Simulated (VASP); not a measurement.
# Ti (Fm-3m) in VASP: notebook

Runs on Ti. Level: LDA. Tasks: single point.

Everything below comes from runs of VASP 6.6.1. Logs are shortened: lines on timing, memory, paths and dates and some standing lists are left out, and cuts for length are marked.

### 1 Starting point

It takes space group Fm-3m (No. 225, cubic). Conventional cell: a = 4.060 Å, b = 4.060 Å, c = 4.060 Å, α = 90.00°, β = 90.00°, γ = 90.00°. Around Ti (site symmetry m-3m) lie 12 Ti at 2.87 Å.

This isn't the form of Ti at room conditions, which is hcp.

### 2 Single point, LDA

File INCAR:

```
ALGO = Normal ; EDIFF = 1E-6
ENCUT = 520 ; GGA = CA
ISIF = 2 ; ISMEAR = 0
LASPH = T ; LCHARG = F
LREAL = F ; LWAVE = F
NBANDS = 12 ; NELM = 60
PREC = Accurate ; SIGMA = 0.15
```

File KPOINTS:

```
k-points
0
Gamma
  20 20 20
```

File POSCAR:

```
Ti
1.0
    0.0000000000      2.0300000000      2.0300000000
    2.0300000000      0.0000000000      2.0300000000
    2.0300000000      2.0300000000      0.0000000000
Ti
1
Direct
    0.0000000000      0.0000000000      0.0000000000
```

Potentials or basis: VASP PAW LDA potentials, release 64 (Ti_sv).

The run is started by

```
> cat potpaw_LDA.64/Ti_sv/POTCAR > POTCAR
> mpirun -np 1 vasp_std > vasp.out
```

OUTCAR:

```text
EDIFF = 1E-6
   ENCUT = 520
   GGA = CA
   ISIF = 2
   ISMEAR = 0
   LASPH = T
   LREAL = F
   NELM = 60
   PREC = Accurate

 ion  position               nearest neighbor table
   1  0.000  0.000  0.000-

  LATTYP: Found a face centered cubic cell.
 ALAT       =     4.0600000000

  Lattice vectors:

 A1 = (   0.0000000000,   2.0300000000,   2.0300000000)
 A2 = (   2.0300000000,   0.0000000000,   2.0300000000)
 A3 = (   2.0300000000,   2.0300000000,   0.0000000000)

Analysis of symmetry for initial positions (statically):
=====================================================================
 Subroutine PRICEL returns:
 Original cell was already a primitive cell.

 Routine SETGRP: Setting up the symmetry group for a
 face centered cubic supercell.

 Subroutine GETGRP returns: Found 48 space group operations
 (whereof 48 operations were pure point group operations)
 out of a pool of 48 trial point group operations.

The static configuration has the point symmetry O_h .

Analysis of symmetry for dynamics (positions and initial velocities):
=====================================================================
 Subroutine PRICEL returns:
 Original cell was already a primitive cell.

 Routine SETGRP: Setting up the symmetry group for a
 face centered cubic supercell.

 Subroutine GETGRP returns: Found 48 space group operations
 (whereof 48 operations were pure point group operations)
 out of a pool of 48 trial point group operations.

The dynamic configuration has the point symmetry O_h .

 Subroutine INISYM returns: Found 48 space group operations
 (whereof 48 operations are pure point group operations),
 and found     1 'primitive' translations

----------------------------------------------------------------------------------------

                                     Primitive cell

  volume of cell :      16.7309

  direct lattice vectors                    reciprocal lattice vectors
     0.000000000  2.030000000  2.030000000    -0.246305419  0.246305419  0.246305419
     2.030000000  0.000000000  2.030000000     0.246305419 -0.246305419  0.246305419
     2.030000000  2.030000000  0.000000000     0.246305419  0.246305419 -0.246305419

  length of vectors
     2.870853532  2.870853532  2.870853532     0.426613499  0.426613499  0.426613499

  position of ions in fractional coordinates (direct lattice)
     0.000000000  0.000000000  0.000000000

  ion indices of the primitive-cell ions
   primitive index   ion index
                 1           1

----------------------------------------------------------------------------------------

 KPOINTS: k-points

Automatic generation of k-mesh.
 Grid dimensions read from file:
 generate k-points for:   20   20   20

 Generating k-lattice:

  Cartesian coordinates                     Fractional coordinates (reciprocal lattice)
    -0.012315271  0.012315271  0.012315271     0.050000000  0.000000000  0.000000000
     0.012315271 -0.012315271  0.012315271     0.000000000  0.050000000  0.000000000
     0.012315271  0.012315271 -0.012315271     0.000000000  0.000000000  0.050000000

  Length of vectors
     0.021330675  0.021330675  0.021330675

  Shift w.r.t. Gamma in fractional coordinates (k-lattice)
     0.000000000  0.000000000  0.000000000

 Subroutine IBZKPT returns following result:
 ===========================================

 Found    256 irreducible k-points:

 Following reciprocal coordinates:
            Coordinates               Weight
  0.000000  0.000000  0.000000      1.000000
  0.050000  0.000000  0.000000      8.000000
  0.100000  0.000000  0.000000      8.000000
  0.150000  0.000000  0.000000      8.000000
  0.200000  0.000000  0.000000      8.000000
  0.250000  0.000000  0.000000      8.000000
[... 16 lines left out ...]
 -0.400000  0.050000  0.000000     24.000000
 -0.350000  0.050000  0.000000     24.000000
 [... further k-points ...]
   k-points           NKPTS =    256   k-points in BZ     NKDIM =    256   number of bands    NBANDS=     12
   number of dos      NEDOS =    301   number of ions     NIONS =      1
   total plane-waves  NPLWV =  13824
   dimension x,y,z NGX =    24 NGY =   24 NGZ =   24
   dimension x,y,z NGXF=    48 NGYF=   48 NGZF=   48
   ions per type =               1
   NGX,Y,Z   is equivalent  to a cutoff of  13.90, 13.90, 13.90 a.u.
   NGXF,Y,Z  is equivalent  to a cutoff of  27.80, 27.80, 27.80 a.u.
 SYSTEM =  unknown system
   PREC   = accura    normal or accurate (medium, high low for compatibility)
   ISTART =      0    job   : 0-new  1-cont  2-samecut
   ICHARG =      2    charge: 1-file 2-atom 10-const
   ISPIN  =      1    spin polarized calculation?
   LNONCOLLINEAR =      F non collinear calculations
   LSORBIT =      F    spin-orbit coupling
   LASPH  =      T    aspherical Exc in radial PAW
   ENCUT  =  520.0 eV  38.22 Ry    6.18 a.u.   5.34  5.34  5.34*2*pi/ulx,y,z
   NELM   =     60;   NELMIN=  2; NELMDL= -5     # of ELM steps
   EDIFF  = 0.1E-05   stopping-criterion for ELM
   LREAL  =      F    real-space projection
   EDIFFG = 0.1E-04   stopping-criterion for IOM
   NSW    =      0    number of steps for IOM
   IBRION =     -1    ionic relax: 0-MD 1-quasi-New 2-CG
   NFREE  =      0    steps in history (QN), initial steepest desc. (CG)
   ISIF   =      2    stress and relaxation
   ISYM   =      2    0-nonsym 1-usesym 2-fastsym
   POTIM  = 0.5000    time-step for ionic-motion
   TEBEG  =    0.0;   TEEND  =   0.0 temperature during run
   PSTRESS=    0.0 pullay stress
   NELECT =      12.0000    total number of electrons
   NUPDOWN=      -1.0000    fix difference up-down
   EMIN   =  10.00;   EMAX   =-10.00  energy-range for DOS
   EFERMI =   0.00;   METHOD = LEGACY
   ISMEAR =     0;   SIGMA  =   0.15  broadening in eV -4-tet -1-fermi 0-gaus
   EFERMI_NEDOS =   21; number of points for ismear=-14 and -15
   IALGO  =     38    algorithm
   IMIX   =      4    mixing-type and parameters
     AMIX     =   0.40;   BMIX     =  1.00
     AMIX_MAG =   1.60;   BMIX_MAG =  1.00
  volume/ion in A,a.u.               =      16.73       112.91
  Fermi-wavevector in a.u.,A,eV,Ry     =   1.465421  2.769245 29.217967  2.147460
  Thomas-Fermi vector in A             =   2.581280
   LORBIT       =      0    0 simple, 1 ext, 2 COOP (PROOUT), +10 PAW based schemes
   GGA     = CA    functional components
   LHFCALC =     F    Hartree Fock is set to
   AEXX    =    0.0000 exact exchange contribution
   IVDW    =     0    specifies the selected vdW correction
   LEPSILON=     F    determine dielectric tensor
   LRPA    =     F    only Hartree local field effects (RPA)
 non-spin polarized calculation
 Gauss-broadening in eV      SIGMA  =   0.15
  energy-cutoff  :      520.00
  volume of cell :       16.73
 maximum number of plane-waves:       465
 NGX is ok and might be reduce to    24
   NGX = 11   NGY = 11   NGZ = 11

 number of electron      12.0000002 magnetization

 Free energy of the ion-electron system (eV)
  ---------------------------------------------------
  ext. energy  EPLUGINS =         0.00000000
  ---------------------------------------------------
  free energy    TOTEN  =        -8.49693898 eV

  energy without entropy =       -8.47818665  energy(sigma->0) =       -8.48756282

 E-fermi :   8.3874     XC(G=0): -11.9643

 val. band max:        8.3818312372   @ k =   0.3000   0.0000   0.0000
 cond. band min:       8.3972203964   @ k =  -0.3500   0.1000   0.0000
 fundamental gap:      0.0153891593
 Fermi energy:         8.3874073110

 k-point     1 :       0.0000    0.0000    0.0000
  band No.  band energies     occupation
      1     -47.5727      2.00000
      2     -23.7544      2.00000
      3     -23.7544      2.00000
      4     -23.7544      2.00000
      5       2.2833      2.00000
      6       9.2528      0.00000
      7       9.2528      0.00000
      8       9.2528      0.00000
      9      10.9432      0.00000
     10      10.9432      0.00000
     11      23.9403      0.00000
     12      28.5140      0.00000

 k-point     2 :       0.0500    0.0000    0.0000
  band No.  band energies     occupation
      1     -47.5690      2.00000
      2     -23.7742      2.00000
      3     -23.7568      2.00000
      4     -23.7568      2.00000
      5       2.3676      2.00000
      6       9.2002      0.00000
      7       9.2842      0.00000
      8       9.2842      0.00000
      9      10.9225      0.00000
     10      10.9225      0.00000
     11      24.0181      0.00000
     12      27.8297      0.00000

 k-point     3 :       0.1000    0.0000    0.0000
  band No.  band energies     occupation
      1     -47.5585      2.00000
      2     -23.8317      2.00000
      3     -23.7640      2.00000
      4     -23.7640      2.00000
      5       2.6156      2.00000
      6       9.0545      0.00000
      7       9.3684      0.00000
      8       9.3684      0.00000
      9      10.8729      0.00000
     10      10.8729      0.00000
     11      24.1894      0.00000
     12      26.5150      0.00000
[... 286 lines left out ...]
 k-point    23 :      -0.4000    0.0500    0.0000
  band No.  band energies     occupation
      1     -47.4307      2.00000
      2     -24.4780      2.00000
      3     -23.8657      2.00000
      4     -23.8449      2.00000
      5       5.6518      2.00000
      6       8.7499      0.00063
      7       9.1628      0.00000
      8       9.2199      0.00000
      9      11.8100      0.00000
     10      12.1514      0.00000
     11      17.7339      0.00000
     12      23.4612      0.00000

 k-point    24 :      -0.3500    0.0500    0.0000
  band No.  band energies     occupation
      1     -47.4456      2.00000
      2     -24.4050      2.00000
      3     -23.8582      2.00000
      4     -23.8326      2.00000
      5       5.3902      2.00000
      6       8.4928      0.32027
      7       9.2249      0.00000
      8       9.3102      0.00000
      9      11.5178      0.00000
     10      11.9256      0.00000
     11      18.7612      0.00000
     12      23.7812      0.00000

 [... further k-points ...]

------------------------ aborting loop because EDIFF is reached ----------------------------------------

  FORCE on cell =-STRESS in cart. coord.  units (eV):
  Direction    XX          YY          ZZ          XY          YZ          ZX
  --------------------------------------------------------------------------------------
  -------------------------------------------------------------------------------------
  Total       -0.5194214     -0.5194214     -0.5194214     -0.0000000     -0.0000000      0.0000000
  in kB      -49.7407476    -49.7407476    -49.7407476     -0.0000000     -0.0000000      0.0000000
  external PRESSURE =     -49.7407476 kB  Pullay stress =       0.0000000 kB

 VOLUME and BASIS-vectors are now :
 -----------------------------------------------------------------------------
  energy-cutoff  :      520.00
  volume of cell :       16.73
      direct lattice vectors                 reciprocal lattice vectors
     0.000000000  2.030000000  2.030000000    -0.246305419  0.246305419  0.246305419
     2.030000000  0.000000000  2.030000000     0.246305419 -0.246305419  0.246305419
     2.030000000  2.030000000  0.000000000     0.246305419  0.246305419 -0.246305419

 POSITION                                       TOTAL-FORCE (eV/Angst)
 -----------------------------------------------------------------------------------
      0.00000      0.00000      0.00000         0.000000     -0.000000      0.000000
 -----------------------------------------------------------------------------------
    total drift:                                0.000000      0.000000      0.000000

  FREE ENERGIE OF THE ION-ELECTRON SYSTEM (eV)
  ---------------------------------------------------
  free  energy   TOTEN  =        -8.4969389827 eV

  energy  without entropy=       -8.4781866514  energy(sigma->0) =       -8.48756282
```

It took 14 s on 1 thread of Intel Xeon 6975P-C (Granite Rapids), shared host; peak memory 0.16 GiB.

Results:

* Free energy: -8.4969 eV
* Pressure: -5.0 GPa
* Band gap on the k mesh: none (metal or under the smearing width)

### 3 Single point, LDA

File INCAR:

```
PREC = Accurate
ENCUT = 520
EDIFF = 1E-7
ISMEAR = 0
SIGMA = 0.15
LREAL = F
LASPH = T
NELM = 100
ALGO = Normal
ISIF = 2
LWAVE = F
LCHARG = T
GGA = CA
LELF = T
LVHAR = T
NBANDS = 12
```

File KPOINTS:

```
Automatic mesh
0
Gamma
  22 22 22
```

POSCAR is that of step 2.

Potentials or basis: VASP PAW LDA potentials, release 64 (Ti_sv).

The run is started by

```
> cat potpaw_LDA.64/Ti_sv/POTCAR > POTCAR
> mpirun -np 1 vasp_std > vasp.out
```

Wall time 19 s (1 thread of Intel Xeon 6975P-C (Granite Rapids), shared host); peak memory 0.17 GiB.

The run converged. Its results:

```
Free energy            : -8.4969 eV
Pressure               : -5.0 GPa
Band gap on the k mesh : none (metal or under the smearing width)
```

Levels at points of the mesh, in eV from the Fermi level:
| k point | band 4 | band 5 | band 6 | band 7 | band 8 | band 9 |
| --- | --- | --- | --- | --- | --- | --- |
| (0.00, 0.00, 0.00) | -32.14 | -6.10 | 0.86 | 0.86 | 0.86 | 2.56 |
| (0.50, 0.00, 0.00) | -32.24 | -2.67 | 0.73 | 0.73 | 0.83 | 3.71 |
| (0.50, 0.50, 0.00) | -32.41 | -2.72 | -1.83 | 3.09 | 3.69 | 4.02 |
